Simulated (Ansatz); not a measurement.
Ideal shear of a crystal plane in Sn

These are results of Ansatz 0.2.0, DFT PBEsol, scalar-relativistic, plane waves, PAW, not measurements. Cutoff 420 eV, Γ-centred 20×21×6 k-points, Gaussian smearing of 0.15 eV. No spin polarisation. Energies are free energies at this smearing, counted from the undisturbed cell; pressure is positive in compression.

The starting cell (relaxed at this level; this form isn't the usual structure):

```
CELL_PARAMETERS angstrom
-1.61733 1.61733 -2.53388
-3.23465 0.00000 0.00000
0.00000 9.70396 5.06776
ATOMIC_POSITIONS crystal
Sn 0.00000 0.00000 0.87500
Sn 0.50000 0.75000 0.12500
Sn 0.00000 0.50000 0.37500
Sn 0.50000 0.25000 0.62500
```

The cut lies on the cell's a–b face, a (0 1 1) plane (indices in the standard cell, whose axes needn't be the Cartesian ones shown) of area 9.72 Å², between layers 2.73 Å apart. Vector c is tilted by f times 1·a + 0·b (length 3.414 Å) with the atoms' Cartesian places fixed: one unrelaxed fault a cell. The traction is dγ/du, the slope of γ against the slip u in Å.

```
     f  γ (mJ/m²) traction (GPa)
0.0000          0            -0.3
0.1000          7             0.7
0.2000         46             1.6
0.3000        109             2.0
0.4000        172             1.6
0.5000        207             0.4
0.6000        197            -1.0
0.7000        146            -1.9
0.8000         77            -1.9
0.9000         23            -1.2
```

Task: Read off the first barrier and the stress needed to climb it, and compare with Frenkel's sinusoid.

Result: The traction changes sign between f = 0.500 and 0.600, so by linear interpolation the first maximum lies at f = 0.530, a slip of 1.81 Å, with γ ≈ 209 mJ/m², which stands in for the unstable fault energy γ_us, and the steepest sampled slope before it is 2.0 GPa. A sinusoid γ = γ_us sin²(πu/λ) with its maximum there has λ = 3.62 Å and a largest slope πγ_us/λ = 1.8 GPa (1 mJ/m² per Å = 0.01 GPa). The stand-in is too high: the stress and forces give a traction of 3.4 GPa across the line at this point, so it is no saddle, and slip that bends off the line crosses lower.

Task: Is there a metastable fault on this line?

Result: Apart from points where γ returns to about zero, no local minimum shows among the samples, so at this sampling the line offers no fault for a dislocation to split on; a fault can still lie off the line.

The cut is rigid; relaxing the faces lowers these energies and usually the stresses.

In a metal these slopes depend on the k mesh and the smearing.

Cost: 10 runs of about 14 core-minutes in all, on AMD EPYC 9R45 (Zen 5) (shared hosts).